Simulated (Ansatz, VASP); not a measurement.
# Two plane-wave programs on Co

INCAR

```
SYSTEM = Co
  PREC = Accurate
  ENCUT = 520
  EDIFF = 1E-7
  ISMEAR = -1
  SIGMA = 0.05
  LREAL = .FALSE.
  LASPH = .TRUE.
  NELM = 150
  ALGO = Normal
  ISIF = 2
  LWAVE = .FALSE.
  LCHARG = .FALSE.
  ISPIN = 2
  MAGMOM = 1.816
  LORBIT = 11
  LMAXMIX = 4
  GGA = B5
  ALDAX = 1.0
  AGGAX = 1.0
  AGGAC = 1.0
  ALDAC = 0.0
  NBANDS = 14
```

KPOINTS

```
Automatic mesh
0
G
  17 17 17
  0 0 0
```

File POSCAR:

```
Co
1.0
   -1.4638879007      1.4638879007      1.4638879007
    1.4638879007     -1.4638879007      1.4638879007
    1.4638879007      1.4638879007     -1.4638879007
Co
1
Direct
    0.0000000000      0.0000000000      0.0000000000
```

Input for Ansatz:

```yaml
crystal:
  lattice:
    - [-1.4638879007, 1.4638879007, 1.4638879007]
    - [1.4638879007, -1.4638879007, 1.4638879007]
    - [1.4638879007, 1.4638879007, -1.4638879007]
  atoms:
    - { symbol: Co, position: [0.0, 0.0, 0.0], spin: 1.816 }
hamiltonian:
  xc: blyp
  pseudopotentials:
    kind: paw
    azcp:
      Co: "pseudopotentials/Co.paw.azcp"
basis:
  ecutwfc: 420
  fft_grid_basis: typed
kpoints:
  mp_grid: { grid: [17, 17, 17], shift: [0, 0, 0] }
magnetization:
  spin_polarized: true
scf:
  occupations: { method: fermi_dirac, width: 0.05 }
  lower_state_search: "off"
output:
  stress: true
  write_density: true
  write_potential: true
  elf: true
  volumetric_format: npy
```

Alike in both runs: task single point; functional BLYP; k mesh 17 × 17 × 17; occupations fermi-dirac, width 0.05 eV; collinear spin.

```csv
,VASP,Ansatz
version,VASP 6.6.1,Ansatz 0.2.0
potentials or method,"VASP PAW PBE potentials, release 64 (Co)","plane waves (420 eV) with PAW, scalar-relativistic"
plane-wave cutoff (eV),520,420
valence electrons in the cell,9,17
```

Ansatz gave:

| Property | Result |
| --- | --- |
| pressure (GPa) | -11.8 |
| net moment per atom (μB) | 1.77 |
| size of the moment on the site where the two differ most (μB) | 1.84 |

Task: Which values does VASP return?

Result: Pressure (GPa): -11.9; net moment per atom (μB): 1.75; size of the moment on the site where the two differ most (μB): 1.78.

Site moments also hang on the region over which each program counts them. The two sets of potentials don't hold the same shells in valence.

Caveats: the PAW data sets were made with another functional, which shifts forces and pressure a little (VASP).
